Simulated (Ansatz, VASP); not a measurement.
# Cross-check of Ga31P32 (V_Ga) between VASP and Ansatz, part 2 of 2

One calculation is typed for both programs; each brings its own data sets. How far apart do they land? The cell is taken from a series of runs on this material, whose earlier steps may have relaxed, scaled, displaced or heated it; both programs get it as it stands.

VASP 6.6.1 and Ansatz 0.2.0.

So far. Step 3 (VASP: single point, PBE, pair 1): The run ends at a pressure of 0.72 GPa, with forces up to 0.23 eV/Å.

## (4) Side by side

Known differences besides the potentials themselves: VASP starts from the moments at which Ansatz ended; the cutoff is 420 eV in Ansatz and 400 eV in VASP (PREC = Accurate, projectors in real space); site moments are counted in spheres of each program's own size. Total energies have different zeros and are not compared.

Both answers:

| quantity | Ansatz | VASP | difference |
| --- | --- | --- | --- |
| total moment, fixed by the input (μB) | 2.00 | 2.00 | 0.00 |
| moment on P35 (μB) | 0.21 | 0.20 | +0.01 |
| moment on P46 (μB) | 0.11 | 0.10 | +0.01 |
| moment on P56 (μB) | 0.11 | 0.10 | +0.01 |
| moment on P53 (μB) | 0.10 | 0.10 | +0.01 |

Forces on 7 of the 63 atoms, those with the largest forces and the largest differences (eV/Å; atoms numbered as in POSCAR):

| atom | Ansatz x, y, z | VASP x, y, z |
| --- | --- | --- |
| Ga15 | -0.067, 0.050, 0.226 | -0.062, 0.045, 0.219 |
| Ga16 | -0.066, -0.221, -0.053 | -0.060, -0.213, -0.048 |
| Ga22 | -0.223, 0.051, 0.070 | -0.214, 0.045, 0.064 |
| Ga24 | 0.052, -0.221, 0.070 | 0.047, -0.213, 0.065 |
| Ga26 | -0.222, -0.067, -0.052 | -0.214, -0.061, -0.046 |
| Ga27 | 0.049, -0.067, 0.228 | 0.044, -0.061, 0.220 |
| Ga30 | 0.044, 0.045, -0.154 | 0.040, 0.041, -0.147 |

The forces differ by 2.8 meV/Å r.m.s., which is 5.1 % of the r.m.s. force of 0.054 eV/Å (both taken over all components). The cell carries a charge of -1 e against a uniform background, so its pressure also hangs on how the neutralising background is counted, and in a defect's cell a gap may be the spacing between its levels.

## (5) Ansatz: single point, PBE, pair 2

With cell and atoms fixed, the geometry can't cause a difference; cores, projectors, grids and the points listed under the comparison can.

The cell is taken from a series of runs on this material, whose earlier steps may have relaxed, scaled, displaced or heated it; both programs get it as it stands.

input.yaml reads:

```yaml
crystal:
  lattice:
    - [11.01196805, 0.0, 0.0]
    - [0.0, 0.0, -11.01196805]
    - [0.0, 11.01196805, 0.0]
  atoms:
    - { symbol: Ga, position: [0.00039895521, 9.557167e-05, 0.00019984603] }
    - { symbol: Ga, position: [-0.00015157376, 0.25225115253, 0.25218841564] }
    - { symbol: Ga, position: [0.25243327356, -0.00051545683, 0.25224286404] }
    - { symbol: Ga, position: [0.25229190624, 0.25222472859, -0.00033544717] }
    - { symbol: P, position: [0.1253912181, 0.1251360234, 0.37573002053] }
    - { symbol: P, position: [0.125511893, 0.37585970343, 0.12533603084] }
    - { symbol: P, position: [0.37587992051, 0.12505851298, 0.1251328888] }
    - { symbol: P, position: [0.37391380401, 0.37282019861, 0.37352038543] }
    - { symbol: Ga, position: [-0.00027335085, -0.00059772048, 0.50085705654] }
    - { symbol: Ga, position: [0.00019780632, 0.25045772159, 0.74986439844] }
    - { symbol: Ga, position: [0.25051164807, -0.00027056224, 0.75001250377] }
    - { symbol: Ga, position: [0.25240325377, 0.25198942794, 0.50178807797] }
    - { symbol: P, position: [0.12562648186, 0.12541710312, 0.8755491382] }
    - { symbol: P, position: [0.12580953774, 0.37637314118, 0.62657306832] }
    - { symbol: P, position: [0.37647962854, 0.12517212005, 0.62659846292] }
    - { symbol: P, position: [0.37559294248, 0.37550179861, 0.87265571486] }
    - { symbol: Ga, position: [-0.00025550748, 0.50104508253, -0.00053454127] }
    - { symbol: Ga, position: [0.00016784588, 0.74981109224, 0.25050184158] }
    - { symbol: Ga, position: [0.25269183025, 0.50192935948, 0.25239851428] }
    - { symbol: Ga, position: [0.25057975701, 0.74984288224, -5.035813e-05] }
    - { symbol: P, position: [0.12583604516, 0.62646152484, 0.376547886] }
    - { symbol: P, position: [0.12568072752, 0.87539317481, 0.12554237726] }
    - { symbol: P, position: [0.37669398048, 0.62652862594, 0.12555051464] }
    - { symbol: P, position: [0.37574186936, 0.87241363687, 0.37551961557] }
    - { symbol: Ga, position: [-0.00053739444, 0.49942635277, 0.49959439104] }
    - { symbol: Ga, position: [-0.00115864971, 0.74867953299, 0.74872739346] }
    - { symbol: Ga, position: [0.25525711398, 0.50893278295, 0.74563759245] }
    - { symbol: Ga, position: [0.25524386839, 0.74562743748, 0.50901104356] }
    - { symbol: P, position: [0.12410268667, 0.6247383989, 0.8752170346] }
    - { symbol: P, position: [0.12400888593, 0.87514772183, 0.62484138249] }
    - { symbol: P, position: [0.38339794593, 0.61229910465, 0.61242064549] }
    - { symbol: P, position: [0.37539837376, 0.87415376433, 0.87434640522] }
    - { symbol: Ga, position: [0.50107014071, -0.00058282235, -0.0005187311] }
    - { symbol: Ga, position: [0.50187205174, 0.2518942415, 0.25206632219] }
    - { symbol: Ga, position: [0.75029535317, -0.0002618865, 0.2503612446] }
    - { symbol: Ga, position: [0.75014281978, 0.25047159112, 1.43272e-06] }
    - { symbol: P, position: [0.62675001778, 0.12515599123, 0.37622956855] }
    - { symbol: P, position: [0.62677414318, 0.37629629122, 0.12554114426] }
    - { symbol: P, position: [0.87579109172, 0.12543571526, 0.12547755767] }
    - { symbol: P, position: [0.87276168581, 0.37554970649, 0.37541744844] }
    - { symbol: Ga, position: [0.49978738038, -0.00102905966, 0.49960647991] }
    - { symbol: Ga, position: [0.50848372645, 0.25425203965, 0.74627325998] }
    - { symbol: Ga, position: [0.74898266612, -0.0015353145, 0.74868561619] }
    - { symbol: Ga, position: [0.74623059058, 0.25435748395, 0.50816648568] }
    - { symbol: P, position: [0.62519008909, 0.12368945799, 0.87537660463] }
    - { symbol: P, position: [0.61363620697, 0.38123305293, 0.61364434656] }
    - { symbol: P, position: [0.87553587859, 0.12377310758, 0.6248786396] }
    - { symbol: P, position: [0.87437114615, 0.37523194169, 0.87412077908] }
    - { symbol: Ga, position: [0.49979062766, 0.49944144383, -0.00072938891] }
    - { symbol: Ga, position: [0.50922460022, 0.74583247285, 0.25482002874] }
    - { symbol: Ga, position: [0.74588253022, 0.5089039697, 0.25485817533] }
    - { symbol: Ga, position: [0.74897104595, 0.74869340239, -0.00135817254] }
    - { symbol: P, position: [0.6126517205, 0.61245479826, 0.38277140485] }
    - { symbol: P, position: [0.62511223829, 0.87526563191, 0.1237560984] }
    - { symbol: P, position: [0.87551569739, 0.62476638109, 0.12387512004] }
    - { symbol: P, position: [0.87448729374, 0.87404870543, 0.37530915419] }
    - { symbol: Ga, position: [0.49224398409, 0.74287038038, 0.74286771957] }
    - { symbol: Ga, position: [0.74316358096, 0.4930149865, 0.74304907982] }
    - { symbol: Ga, position: [0.74286306552, 0.74279043199, 0.49225568007] }
    - { symbol: P, position: [0.62378361575, 0.62380890816, 0.87196607564] }
    - { symbol: P, position: [0.62392533777, 0.87176596808, 0.62381657652] }
    - { symbol: P, position: [0.87208984041, 0.62373954982, 0.62359761456] }
    - { symbol: P, position: [0.87469104899, 0.87435757191, 0.87445996482] }
  host:
    repeats: [2, 2, 2]
    atoms:
      - { symbol: Ga, position: [0.0, 0.0, 0.0] }
      - { symbol: Ga, position: [0.0, 0.5, 0.5] }
      # ... 6 more atoms of the perfect host
total_charge: -1
basis:
  ecutwfc: 420
  xc_grid: 2
hamiltonian:
  xc: pbe
kpoints:
  mp_grid: { grid: [1, 1, 1] }
magnetization:
  spin_polarized: true
  initial_magnetization: 2
  spin_locking: { lock_magnetization: hard }
scf:
  occupations: { method: fermi_dirac, width: 0.01 }
  max_iter: 60
output:
  forces: true
  charged_corrections:
    epsilon: 10.63
    static_epsilon: 12.86
    defect_position: [0.5, 0.5, 0.5]
checkpoint:
  read: "../qm1_M2.relax_smeared.run"
  write: "../ccm1.qm1_M2.lm0.4.run"
  compress: false
  write_wavefunctions: false
  write_every: 100000
```

Command:

```console
> ansatz run input.yaml --threads 8 --pin off --max-ram 14131MiB --backend cpu --events-out ev --progress --plain --runs-dir out
```

Numbers of over 12 decimals in the logs are rounded to 6 here.

What it wrote:

```text
[...]
Crystal: 63 atoms, lattice volume = 1335.349 Å³
Basis set: ecut = 420 eV, 26001 PW (Γ), exchange–correlation on 150×150×150 points (8 copies of the dense FFT grid, shifted against one another)
Bands: 346, of which v1, the nominal top of the filled ones, is band 282 counted from 1 (281 counted from 0)
Symmetry: 1 space group operations
[...]
k-points: 1
[...]
atom  60  P     -0.00373181     0.00368573     0.00036928
  atom  61  P     -0.00692021    -0.00444377     0.00271836
  atom  62  P      0.00485956    -0.00169939    -0.00050176
  atom  63  P      0.03681644     0.03648325    -0.03113340
  max |Σ_I F_I| component: 1.24e-5 eV/Å
[...]
E_corr1          = +0.174513  (monopole, q²α_M/2εL)
[...]
--- Band table (eV) ---
  k-point 0 ↑: bands = [... 278 lower, 6.1110, 6.1244, 6.6614, 6.6742, 6.6759, 8.0903, 8.1126, 8.1153, ... 60 higher]
  k-point 0 ↓: bands = [... 278 lower, 6.2255, 6.3339, 6.7701, 6.7780, 6.9620, 8.1127, 8.1288, 8.1300, ... 60 higher]
```

## (6) VASP: single point, PBE, pair 2

The same cell, functional, mesh and smearing now go to VASP, with its own data sets.

INCAR reads:

```
SYSTEM = Ga31P32
PREC = Accurate
ENCUT = 400
EDIFF = 1E-06
NELM = 200
ISMEAR = -1
SIGMA = 0.01
LREAL = Auto
ALGO = Normal
GGA = PE
NELECT = 564
NBANDS = 328
ISPIN = 2
MAGMOM = 0 0 0 0 0 0 0 0 0 0 0 0 0 0 0 0 0 0 0 0 0 0 0 0 0 0 0 0 0 0 0 0.04 0.04 0.04 0.24 0.02 0.01 0.01 0.01 0.01 0.02 0.01 0.01 0.02 0.02 0.09 0.03 0.01 0.01 0.02 0.01 0.03 0.11 0.03 0.03 0.09 0.02 0.02 0.03 0.01 0.01 0.01 0.02
LORBIT = 11
LWAVE = .FALSE.
LCHARG = .FALSE.
ISIF = 2
NUPDOWN = 2
LASPH = .TRUE.
GGA_COMPAT = .FALSE.
NCORE = 2
```

POSCAR reads:

```
Ga31P32
1.0
   11.0119680541      0.0000000000      0.0000000000
    0.0000000000      0.0000000000    -11.0119680541
    0.0000000000     11.0119680541      0.0000000000
Ga P
31 32
Direct
    0.0003989552      0.0000955717      0.0001998460
    0.9998484262      0.2522511525      0.2521884156
    0.2524332736      0.9994845432      0.2522428640
    0.2522919062      0.2522247286      0.9996645528
    0.9997266492      0.9994022795      0.5008570565
    0.0001978063      0.2504577216      0.7498643984
    0.2505116481      0.9997294378      0.7500125038
    0.2524032538      0.2519894279      0.5017880780
    0.9997444925      0.5010450825      0.9994654587
    0.0001678459      0.7498110922      0.2505018416
    0.2526918302      0.5019293595      0.2523985143
    0.2505797570      0.7498428822      0.9999496419
    0.9994626056      0.4994263528      0.4995943910
    0.9988413503      0.7486795330      0.7487273935
    0.2552571140      0.5089327830      0.7456375925
    0.2552438684      0.7456274375      0.5090110436
    0.5010701407      0.9994171777      0.9994812689
    0.5018720517      0.2518942415      0.2520663222
    0.7502953532      0.9997381135      0.2503612446
    0.7501428198      0.2504715911      0.0000014327
    0.4997873804      0.9989709403      0.4996064799
    0.5084837265      0.2542520396      0.7462732600
    0.7489826661      0.9984646855      0.7486856162
    0.7462305906      0.2543574840      0.5081664857
    0.4997906277      0.4994414438      0.9992706111
    0.5092246002      0.7458324728      0.2548200287
    0.7458825302      0.5089039697      0.2548581753
    0.7489710459      0.7486934024      0.9986418275
    0.4922439841      0.7428703804      0.7428677196
    0.7431635810      0.4930149865      0.7430490798
    0.7428630655      0.7427904320      0.4922556801
    0.1253912181      0.1251360234      0.3757300205
    0.1255118930      0.3758597034      0.1253360308
    0.3758799205      0.1250585130      0.1251328888
    0.3739138040      0.3728201986      0.3735203854
    0.1256264819      0.1254171031      0.8755491382
    0.1258095377      0.3763731412      0.6265730683
    0.3764796285      0.1251721201      0.6265984629
    0.3755929425      0.3755017986      0.8726557149
    0.1258360452      0.6264615248      0.3765478860
    0.1256807275      0.8753931748      0.1255423773
    0.3766939805      0.6265286259      0.1255505146
    0.3757418694      0.8724136369      0.3755196156
    0.1241026867      0.6247383989      0.8752170346
    0.1240088859      0.8751477218      0.6248413825
    0.3833979459      0.6122991046      0.6124206455
    0.3753983738      0.8741537643      0.8743464052
    0.6267500178      0.1251559912      0.3762295685
    0.6267741432      0.3762962912      0.1255411443
    0.8757910917      0.1254357153      0.1254775577
    0.8727616858      0.3755497065      0.3754174484
    0.6251900891      0.1236894580      0.8753766046
    0.6136362070      0.3812330529      0.6136443466
    0.8755358786      0.1237731076      0.6248786396
    0.8743711461      0.3752319417      0.8741207791
    0.6126517205      0.6124547983      0.3827714048
    0.6251122383      0.8752656319      0.1237560984
    0.8755156974      0.6247663811      0.1238751200
    0.8744872937      0.8740487054      0.3753091542
    0.6237836157      0.6238089082      0.8719660756
    0.6239253378      0.8717659681      0.6238165765
    0.8720898404      0.6237395498      0.6235976146
    0.8746910490      0.8743575719      0.8744599648
```

KPOINTS reads:

```
Automatic mesh
0
Gamma
1 1 1
0 0 0
```

PAW data sets: Ga_d and P (PBE family, release 64).

Command:

```console
> mpirun -np 8 vasp_gam
```

What it wrote:

```text
[... set-up lines as in an earlier step ...]
 entering main loop
       N       E                     dE             d eps       ncg     rms          rms(c)
DAV:   1     0.919374836349E+04    0.91937E+04   -0.19663E+05  1408   0.252E+03
DAV:   2     0.216857453895E+04   -0.70252E+04   -0.68064E+04  1320   0.718E+02
DAV:   3     0.260855375102E+02   -0.21425E+04   -0.20192E+04  1640   0.248E+02
DAV:   4    -0.266429902327E+03   -0.29252E+03   -0.28238E+03  1624   0.881E+01
DAV:   5    -0.284252305450E+03   -0.17822E+02   -0.17661E+02  1920   0.239E+01BRMIX: very serious problems
 the old and the new charge density differ
 old charge density:   563.00000 new  564.00003
    0.241E+01
DAV:   6    -0.276610331906E+03    0.76420E+01   -0.21269E+01  1824   0.170E+01    0.142E+01
DAV:   7    -0.275975747643E+03    0.63458E+00   -0.11624E+01  1528   0.715E+00    0.496E+00
DAV:   8    -0.275946304095E+03    0.29444E-01   -0.16979E+00  1472   0.103E+01    0.225E+00
DAV:   9    -0.276002159082E+03   -0.55855E-01   -0.65040E-01  1608   0.258E+00    0.102E+00
[...]
DAV:  17    -0.276008018919E+03   -0.16377E-04   -0.33544E-05  1552   0.370E-02    0.197E-02
DAV:  18    -0.276008023587E+03   -0.46676E-05   -0.18192E-05  1424   0.196E-02    0.819E-03
DAV:  19    -0.276008023487E+03    0.10029E-06   -0.91875E-06  1480   0.156E-02
   1 F= -.27600802E+03 E0= -.27600130E+03  d E =-.134558E-01  mag=     2.0000
```

OUTCAR, selected parts (step 6):

```text
  FREE ENERGIE OF THE ION-ELECTRON SYSTEM (eV)
  ---------------------------------------------------
  free  energy   TOTEN  =      -276.0080234866 eV

  energy  without entropy=     -275.9945677311  energy(sigma->0) =     -276.00129561

 magnetization (x)
# of ion       s       p       d       tot
------------------------------------------
    1       -0.001   0.001   0.002   0.002
    2       -0.001  -0.000   0.002   0.001
    3       -0.001   0.000   0.002   0.001
    4       -0.001  -0.000   0.002   0.001
    5       -0.002   0.005   0.004   0.007
    6       -0.001   0.000   0.002   0.001
    7       -0.001   0.000   0.002   0.001
    8       -0.002   0.001   0.006   0.005
    9       -0.002   0.004   0.004   0.007
   10       -0.001   0.001   0.002   0.002
   11       -0.002   0.002   0.006   0.005
   12       -0.001   0.001   0.002   0.002
   13       -0.001  -0.000   0.001   0.000
[...]
--------------------------------------------------
tot          0.030   0.993   0.094   1.117

[... 1 part as in an earlier step ...]
```

The run ends at a pressure of 0.67 GPa, with forces up to 0.40 eV/Å.

## (7) Side by side

Compared:

| quantity | Ansatz | VASP | difference |
| --- | --- | --- | --- |
| total moment, fixed by the input (μB) | 2.00 | 2.00 | 0.00 |
| moment on P35 (μB) | 0.24 | 0.22 | +0.02 |
| moment on P53 (μB) | 0.11 | 0.10 | 0.00 |
| moment on P56 (μB) | 0.09 | 0.08 | +0.01 |
| moment on P46 (μB) | 0.09 | 0.08 | +0.01 |

Forces on 7 of the 63 atoms, those with the largest forces and the largest differences (eV/Å; atoms numbered as in POSCAR):

| atom | Ansatz x, y, z | VASP x, y, z |
| --- | --- | --- |
| Ga15 | -0.115, 0.067, 0.353 | -0.108, 0.061, 0.343 |
| Ga16 | -0.115, -0.381, -0.069 | -0.108, -0.372, -0.064 |
| Ga22 | -0.385, 0.066, 0.103 | -0.378, 0.060, 0.096 |
| Ga24 | 0.070, -0.376, 0.104 | 0.064, -0.368, 0.098 |
| Ga26 | -0.385, -0.113, -0.066 | -0.377, -0.107, -0.060 |
| Ga27 | 0.067, -0.113, 0.353 | 0.061, -0.106, 0.343 |
| Ga29 | 0.210, 0.060, -0.059 | 0.202, 0.055, -0.054 |

The forces differ by 2.9 meV/Å r.m.s., which is 3.2 % of the r.m.s. force of 0.092 eV/Å (both taken over all components). The cell carries a charge of -1 e against a uniform background, so its pressure also hangs on how the neutralising background is counted, and in a defect's cell a gap may be the spacing between its levels.

## (8) Summary of results

```yaml
r_m_s_force_difference_single_point_pbe_pair_1: 2.8 meV/Å
r_m_s_force_difference_single_point_pbe_pair_2: 2.9 meV/Å
```

**Reading.** The r.m.s. force difference is 2.9 meV/Å (single point, PBE, pair 2), within the 12 meV/Å picked in this series as the mark of a large difference. How closely two codes agree says nothing of how well the functional describes the real material.

[Lines on the potential files, build, host, timing and source positions are cut from VASP's logs without a mark.]

[Logs are printed without paths, hosts, clocks, repeated set-up lines and the standing remarks that a program may print on its own settings, such as how far it seeks lower states.]

[Hosts, paths, dates, database ids (printed as entryN), source tags and the programs' standing remarks are cut or masked in the printed files.]
